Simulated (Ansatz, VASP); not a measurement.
# BN: VASP beside Ansatz

```
CELL_PARAMETERS angstrom
0.00000 3.29286 2.16328
1.25096 0.00000 2.16328
1.25096 3.29286 0.00000
ATOMIC_POSITIONS crystal
B 0.00011 0.00011 0.99989
N 0.66659 0.66659 0.33341
```

Alike in both runs: task single point; functional r2SCAN; k mesh 12 × 12 × 12; no spin polarisation.

```csv
,VASP,Ansatz
version,VASP 6.6.1,Ansatz 0.2.0
potentials or method,"VASP PAW PBE potentials, release 64 (B, N)","plane waves, PAW"
plane-wave cutoff (eV),520,500
occupations,"gaussian, width 0.01 eV",fixed
valence electrons in the cell,8,8
```

|  | VASP | Ansatz | Ansatz less VASP |
| --- | --- | --- | --- |
| gap on the k mesh at the Fermi level (eV) | 4.08 | 4.06 | -0.025 |
| pressure (GPa) | 1.1 | 0.7 | -0.41 |
| largest component of the traceless stress (GPa) | 0.24 | 0.91 | +0.670 |

Caveats: the PAW data sets were made with another functional, which shifts forces and pressure a little (VASP). A k mesh can miss the band edges. r2SCAN opens gaps a little over a GGA but as a rule still falls short of measured ones.
